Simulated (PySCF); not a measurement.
Solvent effects on NMR parameters

Mapped SMILES: `[CH:1]1=[CH:2][CH2:3][CH:4]=[CH:5]1` (H(Xn): hydrogen on atom n).

GIAO PBE0/pcSseg-1 in PySCF 2.14.0 with density-fitted response routines on one PBE0-D3(BJ)/def2-SVP conformer, non-relativistic, equivalent nuclei averaged. Solvents enter as an IEF-PCM continuum (chloroform with ε = 4.7) around the gas-phase geometry. Shifts are referred to TMS computed in the same medium.

Gas phase, δ in ppm: C2/C4 141.3, C1/C5 140.8, C3 44.4, H(C1)/H(C5) 6.75, H(C2)/H(C4) 6.66, H(C3) 3.03. Dipole moment 0.55 D.

Problem. How does each δ change in the continuum?

Solution. 
```csv
atoms,environment,"Δδ, chloroform"
C2/C4,alkene CH,+2.2
C1/C5,alkene CH,+0.3
C3,allylic sp3 CH2,+1.4
H(C1)/H(C5),hydrogen on an alkene CH,+0.09
H(C2)/H(C4),hydrogen on an alkene CH,+0.17
H(C3),hydrogen on an allylic sp3 CH2,+0.17
```

Changes are relative to the gas phase. The dipole moment becomes 0.74 D in chloroform.

Problem. Which nuclei move most (in ppm), and what does the model miss?

Solution. C2/C4 (alkene CH, +2.2 ppm) in chloroform. A continuum only polarises the solute; specific hydrogen bonds, the anisotropy of aromatic solvents and changes of geometry or conformer are outside it.
